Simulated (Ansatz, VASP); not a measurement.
Two plane-wave programs on AgI (Iodargyrite)

INCAR

```
ALGO = Normal
EDIFF = 1E-7
ENCUT = 520
GGA = PE
ISIF = 2
ISMEAR = -1
LASPH = T
LCHARG = F
LREAL = F
LWAVE = F
NBANDS = 26
NELM = 60
PREC = Accurate
SIGMA = 0.05
```

File KPOINTS:

```
k-points
0
Gamma
  7 7 4
```

POSCAR

```
AgI
1.0
    4.4963002390      0.0000000000      0.0000000000
   -2.2481501195      3.8939102300      0.0000000000
    0.0000000000      0.0000000000      7.3664875375
I Ag
2 2
Direct
    0.3333333333      0.6666666667      0.5000000000
    0.6666666667      0.3333333333      0.0000000000
    0.3333333333      0.6666666667      0.1300000000
    0.6666666667      0.3333333333      0.6300000000
```

File input.yaml:

```yaml
crystal:
  lattice:
    - [4.496300239, 0.0, 0.0]
    - [-2.2481501195, 3.89391023, 0.0]
    - [0.0, 0.0, 7.3664875375]
  atoms:
    - { symbol: I, position: [0.3333333333, 0.6666666667, 0.5] }
    - { symbol: I, position: [0.6666666667, 0.3333333333, 0.0] }
    - { symbol: Ag, position: [0.3333333333, 0.6666666667, 0.13] }
    - { symbol: Ag, position: [0.6666666667, 0.3333333333, 0.63] }
hamiltonian:
  xc: pbe
  pseudopotentials: { kind: paw }
kpoints:
  mp_grid: { grid: [7, 7, 4] }
scf:
  occupations: { method: fermi_dirac, width: 0.05 }
output:
  forces: true
  stress: true
  eigenvalues: true
```

Change from the starting cell: volume scaled by 0.94.

Alike in both runs: task single point; functional PBE; k mesh 7 × 7 × 4; occupations fermi-dirac, width 0.05 eV; no spin polarisation.

|  | VASP | Ansatz |
| --- | --- | --- |
| version | VASP 6.6.1 | Ansatz 0.2.0 |
| potentials or method | VASP PAW PBE potentials, release 64 (I, Ag) | Ansatz PAW |
| plane-wave cutoff (eV) | 520 | 420 |
| valence electrons in the cell | 36 | 72 |

```csv
,VASP,Ansatz,Ansatz less VASP
gap on the k mesh at the Fermi level (eV),1.39,1.38,-0.003
least direct gap on the mesh (eV),1.39,1.38,-0.003
pressure (GPa),4.3,4.4,+0.08
largest component of the traceless stress (GPa),0.63,0.63,+0.005
rms of the force components (eV/Å),0.060,0.060,+0.0003
```

Atom by atom the forces differ by 0.000 eV/Å (rms over components). The two sets of potentials don't hold the same shells in valence.

Caveats: spin-orbit coupling is left out, which moves the levels of the heavy elements; odd divisions of the mesh miss points on the zone boundary, where band edges often lie, so the gap on the mesh can be too wide (Ansatz).
